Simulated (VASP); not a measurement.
# Si (I4/mmm) in VASP: further runs

Runs on Si. Level: PBE. Tasks: single point.

All numbers are computed with VASP 6.6.1; they aren't measurements. Logs are shortened: lines on timing, memory, paths and dates and some standing lists are left out, and cuts for length are marked.

## 1. The crystal as given

The structure is tetragonal, space group I4/mmm (No. 139). The conventional cell has a = 6.651 Å, b = 6.651 Å, c = 3.845 Å, α = 90.00°, β = 90.00°, γ = 90.00°. Si (site symmetry m2m) is surrounded by 4 Si at 2.34 to 2.38 Å.

This isn't the form of Si at room conditions, which is diamond.

## 2. Single point, PBE

File INCAR:

```
PREC = Normal
ENCUT = 450
EDIFF = 1E-6
ISMEAR = 0
SIGMA = 0.05
LREAL = False
LASPH = True
NELM = 100
ALGO = Normal
ISIF = 2
LWAVE = False
LCHARG = False
GGA = PE
NBANDS = 16
ADDGRID = False
```

File KPOINTS:

```
Automatic mesh
0
Gamma
  5 5 5
```

File POSCAR:

```
Si
1.0
   -3.3254442900      3.3254442900      1.9223856600
    3.3254442900     -3.3254442900      1.9223856600
    3.3254442900      3.3254442900     -1.9223856600
Si
4
Direct
    0.8211989400      0.1788010600      0.0000000000
    0.1788010600      0.8211989400      0.0000000000
    0.8211989400      0.8211989400      0.6423978800
    0.1788010600      0.1788010600      0.3576021200
```

Potentials or basis: VASP PAW PBE potentials, release 64 (Si).

Run with:

```
> cat potpaw_PBE.64/Si/POTCAR > POTCAR
> mpirun -np 1 vasp_std > vasp.out
```

OUTCAR:

```text
PREC = Normal
   ENCUT = 450
   EDIFF = 1E-6
   ISMEAR = 0
   LREAL = False
   LASPH = True
   NELM = 100
   ISIF = 2
   GGA = PE

 Found     18 irreducible k-points:

 Following reciprocal coordinates:
            Coordinates               Weight
  0.000000  0.000000  0.000000      1.000000
  0.200000  0.000000 -0.000000      8.000000
  0.400000  0.000000  0.000000      8.000000
  0.200000  0.200000 -0.000000      8.000000
  0.400000  0.200000  0.000000     16.000000
 -0.400000  0.200000 -0.000000     16.000000
   k-points           NKPTS =     18   k-points in BZ     NKDIM =     18   number of bands    NBANDS=     16
   number of dos      NEDOS =    301   number of ions     NIONS =      4
   total plane-waves  NPLWV =  21952
   dimension x,y,z NGX =    28 NGY =   28 NGZ =   28
   dimension x,y,z NGXF=    56 NGYF=   56 NGZF=   56
   ions per type =               4
   NGX,Y,Z   is equivalent  to a cutoff of   9.16,  9.16,  9.16 a.u.
   NGXF,Y,Z  is equivalent  to a cutoff of  18.32, 18.32, 18.32 a.u.
 SYSTEM =  unknown system
   PREC   = normal    normal or accurate (medium, high low for compatibility)
   ISTART =      0    job   : 0-new  1-cont  2-samecut
   ICHARG =      2    charge: 1-file 2-atom 10-const
   ISPIN  =      1    spin polarized calculation?
   LNONCOLLINEAR =      F non collinear calculations
   LSORBIT =      F    spin-orbit coupling
   LASPH  =      T    aspherical Exc in radial PAW
   ENCUT  =  450.0 eV  33.07 Ry    5.75 a.u.   8.79  8.79  8.79*2*pi/ulx,y,z
   NELM   =    100;   NELMIN=  2; NELMDL= -5     # of ELM steps
   EDIFF  = 0.1E-05   stopping-criterion for ELM
   LREAL  =      F    real-space projection
   EDIFFG = 0.1E-04   stopping-criterion for IOM
   NSW    =      0    number of steps for IOM
   IBRION =     -1    ionic relax: 0-MD 1-quasi-New 2-CG
   NFREE  =      0    steps in history (QN), initial steepest desc. (CG)
   ISIF   =      2    stress and relaxation
   ISYM   =      2    0-nonsym 1-usesym 2-fastsym
   POTIM  = 0.5000    time-step for ionic-motion
   TEBEG  =    0.0;   TEEND  =   0.0 temperature during run
   PSTRESS=    0.0 pullay stress
   NELECT =      16.0000    total number of electrons
   NUPDOWN=      -1.0000    fix difference up-down
   EMIN   =  10.00;   EMAX   =-10.00  energy-range for DOS
   EFERMI =   0.00;   METHOD = LEGACY
   ISMEAR =     0;   SIGMA  =   0.05  broadening in eV -4-tet -1-fermi 0-gaus
   EFERMI_NEDOS =   21; number of points for ismear=-14 and -15
   IALGO  =     38    algorithm
   IMIX   =      4    mixing-type and parameters
     AMIX     =   0.40;   BMIX     =  1.00
     AMIX_MAG =   1.60;   BMIX_MAG =  1.00
  volume/ion in A,a.u.               =      21.26       143.46
  Fermi-wavevector in a.u.,A,eV,Ry     =   0.938098  1.772748 11.973506  0.880028
  Thomas-Fermi vector in A             =   2.065276
   LORBIT       =      0    0 simple, 1 ext, 2 COOP (PROOUT), +10 PAW based schemes
   GGA     = PE    functional components
   LHFCALC =     F    Hartree Fock is set to
   AEXX    =    0.0000 exact exchange contribution
   IVDW    =     0    specifies the selected vdW correction
   LEPSILON=     F    determine dielectric tensor
   LRPA    =     F    only Hartree local field effects (RPA)
 non-spin polarized calculation
 Gauss-broadening in eV      SIGMA  =   0.05
  energy-cutoff  :      450.00
  volume of cell :       85.04
 maximum number of plane-waves:      1866
   NGX = 17   NGY = 17   NGZ = 17

 number of electron      16.0000009 magnetization

 Free energy of the ion-electron system (eV)
  ---------------------------------------------------
  ext. energy  EPLUGINS =         0.00000000
  ---------------------------------------------------
  free energy    TOTEN  =       -21.26793446 eV

  energy without entropy =      -21.26793446  energy(sigma->0) =      -21.26793446

 E-fermi :   5.3776     XC(G=0):  -9.0808

 val. band max:        5.1391723119   @ k =  -0.4000   0.4000   0.4000
 cond. band min:       5.8974725010   @ k =  -0.2000  -0.2000   0.2000
 fundamental gap:      0.7583001891
 Fermi energy:         5.3776089827

 k-point     1 :       0.0000    0.0000    0.0000
  band No.  band energies     occupation
      1      -6.5931      2.00000
      2      -2.3742      2.00000
      3      -0.1135      2.00000
      4      -0.1135      2.00000
      5       1.6998      2.00000
      6       3.9593      2.00000
[... 8 lines left out ...]
     15      10.9229      0.00000
     16      12.4125      0.00000

 k-point     2 :       0.2000    0.0000   -0.0000
  band No.  band energies     occupation
      1      -6.1566      2.00000
      2      -2.4114      2.00000
      3      -0.6733      2.00000
      4       0.3037      2.00000
      5       1.9313      2.00000
      6       2.3077      2.00000
[... 8 lines left out ...]
     15      10.7499      0.00000
     16      12.3173      0.00000

 k-point     3 :       0.4000    0.0000    0.0000
  band No.  band energies     occupation
      1      -5.0075      2.00000
      2      -2.2651      2.00000
      3      -2.1549      2.00000
      4      -0.4089      2.00000
      5       1.1862      2.00000
      6       1.9972      2.00000
[... 8 lines left out ...]
     15      11.3876      0.00000
     16      13.0554      0.00000

 k-point     4 :       0.2000    0.2000   -0.0000
  band No.  band energies     occupation
      1      -5.1723      2.00000
      2      -2.1581      2.00000
      3      -1.4789      2.00000
      4      -0.9195      2.00000
      5       1.2566      2.00000
      6       2.4400      2.00000
[... 8 lines left out ...]
     15      12.0173      0.00000
     16      12.8399      0.00000

 k-point     5 :       0.4000    0.2000    0.0000
  band No.  band energies     occupation
      1      -4.6273      2.00000
      2      -3.0050      2.00000
      3      -2.3105      2.00000
      4      -0.2321      2.00000
      5       1.0096      2.00000
      6       2.7040      2.00000
[... 8 lines left out ...]
     15      12.3699      0.00000
     16      13.2927      0.00000

 k-point     6 :      -0.4000    0.2000   -0.0000
  band No.  band energies     occupation
      1      -5.7449      2.00000
      2      -3.4503      2.00000
      3      -0.9453      2.00000
      4       0.7860      2.00000
      5       1.9522      2.00000
      6       2.7081      2.00000
[... 8 lines left out ...]
     15      11.3897      0.00000
     16      11.7251      0.00000

 [... further k-points ...]

------------------------ aborting loop because EDIFF is reached ----------------------------------------

  FORCE on cell =-STRESS in cart. coord.  units (eV):
  Direction    XX          YY          ZZ          XY          YZ          ZX
  --------------------------------------------------------------------------------------
  -------------------------------------------------------------------------------------
  Total        0.6595389      0.6595389      0.8320684      0.0000000      0.0000000      0.0000000
  in kB       12.4265666     12.4265666     15.6772448      0.0000000      0.0000000      0.0000000
  external PRESSURE =      13.5101260 kB  Pullay stress =       0.0000000 kB

 VOLUME and BASIS-vectors are now :
 -----------------------------------------------------------------------------
  energy-cutoff  :      450.00
  volume of cell :       85.04
      direct lattice vectors                 reciprocal lattice vectors
    -3.325444290  3.325444290  1.922385660     0.000000000  0.150355849  0.260093492
     3.325444290 -3.325444290  1.922385660     0.150355849  0.000000000  0.260093492
     3.325444290  3.325444290 -1.922385660     0.150355849  0.150355849  0.000000000

 POSITION                                       TOTAL-FORCE (eV/Angst)
 -----------------------------------------------------------------------------------
     -2.13626      2.13626      1.92239        -0.005166      0.005166      0.000000
      2.13626     -2.13626      1.92239         0.005166     -0.005166      0.000000
      2.13626      2.13626      1.92239         0.005166      0.005166      0.000000
      1.18919      1.18919     -0.00000        -0.005166     -0.005166     -0.000000
 -----------------------------------------------------------------------------------
    total drift:                               -0.000000      0.000000     -0.000000

  FREE ENERGIE OF THE ION-ELECTRON SYSTEM (eV)
  ---------------------------------------------------
  free  energy   TOTEN  =       -21.2679344631 eV

  energy  without entropy=      -21.2679344631  energy(sigma->0) =      -21.26793446
```

OSZICAR:

```text
N       E                     dE             d eps       ncg     rms          rms(c)
DAV:   1     0.205173824794E+02    0.20517E+02   -0.53806E+03   576   0.728E+02
DAV:   2    -0.200275618522E+02   -0.40545E+02   -0.36935E+02   760   0.111E+02
DAV:   3    -0.216811176238E+02   -0.16536E+01   -0.16435E+01   776   0.211E+01
DAV:   4    -0.217018525396E+02   -0.20735E-01   -0.20730E-01   744   0.305E+00
DAV:   5    -0.217022754882E+02   -0.42295E-03   -0.42294E-03   792   0.409E-01    0.682E+00
DAV:   6    -0.213935888163E+02    0.30869E+00   -0.14792E-01   672   0.184E+00    0.414E+00
DAV:   7    -0.212635250615E+02    0.13006E+00   -0.26737E-01   704   0.251E+00    0.361E-01
DAV:   8    -0.212667189472E+02   -0.31939E-02   -0.26277E-02   688   0.863E-01    0.171E-01
DAV:   9    -0.212676704630E+02   -0.95152E-03   -0.17697E-03   776   0.235E-01    0.911E-02
DAV:  10    -0.212678811030E+02   -0.21064E-03   -0.29768E-04   720   0.877E-02    0.363E-02
DAV:  11    -0.212679321244E+02   -0.51021E-04   -0.70298E-05   736   0.455E-02    0.676E-03
DAV:  12    -0.212679343355E+02   -0.22111E-05   -0.27693E-06   744   0.916E-03    0.208E-03
DAV:  13    -0.212679344631E+02   -0.12762E-06   -0.74041E-07   608   0.455E-03
   1 F= -.21267934E+02 E0= -.21267934E+02  d E =-.120042E-12
```

Run time: 9.5 s. Hardware: 1 thread of AMD EPYC 9R14 (Zen 4), shared host; peak memory 0.12 GiB.

The run converged, but some of its settings lie outside the range that counts as converged, so its numbers aren't taken as properties of the crystal.

Results:

* Free energy: -21.2679 eV
* Pressure: 1.4 GPa
* Largest force: 0.007 eV/Å
* Band gap on the k mesh: 0.76 eV, indirect (least direct gap 0.84 eV)

Caveat: an odd mesh through Γ misses points on the zone boundary, where band edges often lie.

## 3. Single point, PBE

Changes to INCAR since step 2:

```diff
@@ -1,2 +1,2 @@
-PREC = Normal
+PREC = Accurate
 ENCUT = 450
@@ -5,3 +5,3 @@
 SIGMA = 0.05
-LREAL = False
+LREAL = Auto
 LASPH = True
```

KPOINTS is that of step 2.

POSCAR is that of step 2.

Potentials or basis: VASP PAW PBE potentials, release 64 (Si).

Run with:

```
> cat potpaw_PBE.64/Si/POTCAR > POTCAR
> mpirun -np 1 vasp_std > vasp.out
```

OUTCAR:

```text
PREC = Accurate
   ENCUT = 450
   EDIFF = 1E-6
   ISMEAR = 0
   LREAL = Auto
   LASPH = True
   NELM = 100
   ISIF = 2
   GGA = PE

 Found     18 irreducible k-points:

 Following reciprocal coordinates:
            Coordinates               Weight
  0.000000  0.000000  0.000000      1.000000
  0.200000  0.000000 -0.000000      8.000000
  0.400000  0.000000  0.000000      8.000000
  0.200000  0.200000 -0.000000      8.000000
  0.400000  0.200000  0.000000     16.000000
[... 194 lines left out ...]
  Direction    XX          YY          ZZ          XY          YZ          ZX
  --------------------------------------------------------------------------------------
  -------------------------------------------------------------------------------------
  Total        0.6558646      0.6558646      0.8155407      0.0000000      0.0000000      0.0000000
  in kB       12.3573369     12.3573369     15.3658414      0.0000000      0.0000000      0.0000000
  external PRESSURE =      13.3601717 kB  Pullay stress =       0.0000000 kB

 VOLUME and BASIS-vectors are now :
 -----------------------------------------------------------------------------
  energy-cutoff  :      450.00
  volume of cell :       85.04
      direct lattice vectors                 reciprocal lattice vectors
    -3.325444290  3.325444290  1.922385660     0.000000000  0.150355849  0.260093492
     3.325444290 -3.325444290  1.922385660     0.150355849  0.000000000  0.260093492
     3.325444290  3.325444290 -1.922385660     0.150355849  0.150355849  0.000000000

 POSITION                                       TOTAL-FORCE (eV/Angst)
 -----------------------------------------------------------------------------------
     -2.13626      2.13626      1.92239        -0.006242      0.006242     -0.000000
      2.13626     -2.13626      1.92239         0.006242     -0.006242      0.000000
      2.13626      2.13626      1.92239         0.006242      0.006242      0.000000
      1.18919      1.18919     -0.00000        -0.006242     -0.006242     -0.000000
 -----------------------------------------------------------------------------------
    total drift:                               -0.000000     -0.000000      0.000000

  FREE ENERGIE OF THE ION-ELECTRON SYSTEM (eV)
  ---------------------------------------------------
  free  energy   TOTEN  =       -21.2701338285 eV

  energy  without entropy=      -21.2701338285  energy(sigma->0) =      -21.27013383
```

Run time: 21 s. Hardware: 1 thread of AMD EPYC 9R14 (Zen 4), shared host; peak memory 0.16 GiB.

The run converged, but some of its settings lie outside the range that counts as converged, so its numbers aren't taken as properties of the crystal.

What came out:

- Free energy: -21.2701 eV
- Pressure: 1.3 GPa
- Largest force: 0.009 eV/Å
- Band gap on the k mesh: 0.76 eV, indirect (least direct gap 0.84 eV)

Caveat: an odd mesh through Γ misses points on the zone boundary, where band edges often lie.

## 4. Single point, PBE

Changes to INCAR since step 3:

```diff
@@ -2,6 +2,6 @@
 ENCUT = 450
-EDIFF = 1E-6
+EDIFF = 0.01
 ISMEAR = 0
 SIGMA = 0.05
-LREAL = Auto
+LREAL = False
 LASPH = True
```

KPOINTS is that of step 3.

POSCAR is that of step 3.

Run with:

```
> cat potpaw_PBE.64/Si/POTCAR > POTCAR
> mpirun -np 1 vasp_std > vasp.out
```

Wall time 10 s (1 thread of AMD EPYC 9R14 (Zen 4), shared host); peak memory 0.16 GiB.

These settings aren't checked as converged: the numbers below hold their error.

What came out:

| Quantity | Value |
| --- | --- |
| Free energy | -21.2667 eV |
| Pressure | 1.4 GPa |
| Largest force | 0.015 eV/Å |
| Band gap on the k mesh | 0.75 eV, indirect (least direct gap 0.83 eV) |

Caveat: an odd mesh through Γ misses points on the zone boundary, where band edges often lie.

[end of part 1 of 2]
